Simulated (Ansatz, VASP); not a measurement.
## Au: VASP beside Ansatz

```xyz
1
Lattice="0.0000 2.0788 2.0788 2.0788 0.0000 2.0788 2.0788 2.0788 0.0000" Properties=species:S:1:pos:R:3 pbc="T T T"
Au    0.0000    0.0000    0.0000
```

Alike in both runs: functional PBE; k mesh 34 × 34 × 34; occupations gaussian, width 0.1 eV; no spin polarisation.

Ansatz relaxed the structure, and its values are those at the end. VASP's run is a single point on that final structure, the one shown.

|  | VASP | Ansatz |
| --- | --- | --- |
| version | VASP 6.6.1 | Ansatz 0.2.0 |
| potentials or method | VASP PAW PBE potentials, release 64 (Au) | scalar-relativistic, plane waves, PAW |
| plane-wave cutoff (eV) | 520 | 420 |
| valence electrons in the cell | 11 | 19 |

|  | VASP | Ansatz | Ansatz less VASP |
| --- | --- | --- | --- |
| gap on the k mesh at the Fermi level (eV) | none | none | - |
| pressure (GPa) | -0.2 | 0.0 | +0.16 |

A gap of «none» marks a metal or a gap that the smearing closes. The two sets of potentials don't hold the same shells in valence.

The runs have no spin-orbit coupling, so splittings on Au are missing.
